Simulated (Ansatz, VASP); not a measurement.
# Mg3Se: VASP beside Ansatz

```
CELL_PARAMETERS angstrom
5.81650 0.00000 0.00000
0.00000 5.81650 0.00000
0.00000 0.00000 3.03589
ATOMIC_POSITIONS crystal
Mg 0.00000 0.50000 0.00000
Mg 0.50000 0.00000 0.00000
Mg 0.00000 0.00000 0.00000
Se 0.50000 0.50000 0.00000
```

Alike in both runs: functional PBE; k mesh 4 × 4 × 6; occupations gaussian, width 0.1 eV; no spin polarisation.

Ansatz relaxed the structure, and its values are those at the end. VASP's run is a single point on that final structure, the one shown.

```csv
,VASP,Ansatz
version,VASP 6.6.1,Ansatz 0.2.0
potentials or method,"VASP PAW PBE potentials, release 64 (Mg, Se)","scalar-relativistic, plane waves, PAW"
plane-wave cutoff (eV),520,420
valence electrons in the cell,12,46
```

|  | VASP | Ansatz | Ansatz less VASP |
| --- | --- | --- | --- |
| gap on the k mesh at the Fermi level (eV) | none | none | - |
| pressure (GPa) | 0.0 | 0.1 | +0.07 |

A gap of «none» marks a metal or a gap that the smearing closes. The two sets of potentials don't hold the same shells in valence.
